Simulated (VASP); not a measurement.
H10CO6: single point with LDA

H10CO6:

```
O H C
1.0
     6.19629    0.00000    0.00000
     0.00000    6.19629    0.00000
     0.00000    0.00000    6.19629
O H C
6 10 1
Direct
  0.34750 0.02104 0.01735
  0.70518 0.49998 0.56918
  0.77981 0.28023 0.95673
  0.34984 0.30279 0.44101
  0.26668 0.66020 0.84594
  0.35228 0.85341 0.55706
  0.47349 0.11946 0.98674
  0.23918 0.04680 0.89365
  0.57854 0.59442 0.59957
  0.64105 0.41163 0.44223
  0.80603 0.29736 0.79740
  0.69527 0.41259 0.97584
  0.35423 0.12265 0.44746
  0.25435 0.30622 0.30783
  0.35604 0.76815 0.94114
  0.04530 0.70536 0.59347
  0.21858 0.75268 0.66553
```

The cell was built by a generator and needn't be a form met in nature.

- Program: VASP 6.6.1
- Task: single point
- Functional: LDA
- Potentials or basis: VASP PAW LDA potentials, release 64 (O, H, C)
- Cutoff: 520 eV
- k mesh: 1 × 1 × 1
- Occupations: fermi-dirac, width 0.02 eV
- Spin: no spin polarisation
- Dipole correction: no
- Further INCAR settings: LREAL = Auto; ALGO = Fast; EDIFF = 1e-06; NBANDS = 39

- Pressure: -3.9 GPa
- Largest force: 4.296 eV/Å
- Band gap on the k mesh: 4.19 eV, direct

Forces on the atoms (eV/Å):
```
O   -0.658  0.569 -1.475
O   -0.675 -0.405 -1.287
O   -0.396  0.005 -0.862
O   -0.884 -3.851 -1.685
O   -0.195  0.098  1.421
O   -0.644  0.368  0.559
H   -0.180 -0.485  0.024
H    1.404  0.183  1.615
H    0.512 -0.146 -0.019
H    0.374  0.723  1.603
H   -0.239  0.007  0.545
H    0.108  0.018  0.274
H    0.155  3.095  0.337
H    0.777  0.357  1.041
H   -0.165 -0.016 -0.461
H    1.428  0.449  0.865
C   -0.722 -0.969 -2.493
```

Stress tensor (GPa, compression positive):
```
-4.83 -0.80 -1.48
-0.80 -4.24 -0.34
-1.48 -0.34 -2.77
```

Levels at points of the mesh, in eV from the valence-band top:
```csv
k point,band 23,band 24,band 25,band 26,band 27,band 28
"(0.00, 0.00, 0.00)",-0.48,-0.30,0.00,4.19,4.60,7.21
```

It took 12 s on 1 thread of AMD EPYC 7R13 Processor (Zen 3), on a shared host, peak memory 0.19 GiB.

Caveat: the standard files for N, O and F lose accuracy on very short bonds. LDA gaps usually lie below the measured ones, often by a third to a half.
